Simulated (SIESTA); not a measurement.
Crystal: Bi2Se3 (Paraguanajuatite).

```
CELL_PARAMETERS angstrom
2.07150 1.19598 9.54533
-2.07150 1.19598 9.54533
0.00000 -2.39196 9.54533
ATOMIC_POSITIONS crystal
Bi 0.59920 0.59920 0.59920
Bi 0.40080 0.40080 0.40080
Se 0.78830 0.78830 0.78830
Se 0.21170 0.21170 0.21170
Se 0.00000 0.00000 0.00000
```

Base run:

| Item | Value |
| --- | --- |
| Program | SIESTA 5.4.2 |
| Functional | PBE |
| Potentials or basis | PseudoDojo 0.4 standard (PBE files) |
| Basis | DZ (energy shift 0.02 Ry) |
| Grid cutoff | 500 Ry |
| Energy shift | 0.02 Ry |
| k mesh | 8 × 8 × 8 |
| Occupations | fermi-dirac, width 0.05 eV |
| Spin | no spin polarisation |

Its results: band gap on the k mesh 0.06 eV, direct; pressure -0.6 GPa; largest force 0.625 eV/Å.

Question: The run is repeated on the same cell with these changes: basis from DZ (energy shift 0.02 Ry) to TZDP (energy shift 0.05 Ry); energy shift from 0.02 Ry to 0.05 Ry. What comes out?

Answer: Band gap on the k mesh 0.53 eV, direct; pressure -13.2 GPa; largest force 0.308 eV/Å.

Caveats: semicore shells carry a single zeta, which can move pressures by several GPa and volumes by a few percent; spin-orbit coupling is left out, which as a rule narrows the gap of such compounds by several tenths of an eV; the basis of atomic orbitals isn't converged, which shifts pressures, moduli and gaps; the basis has no polarisation orbitals (some runs).

Not every run made on this cell is shown here.
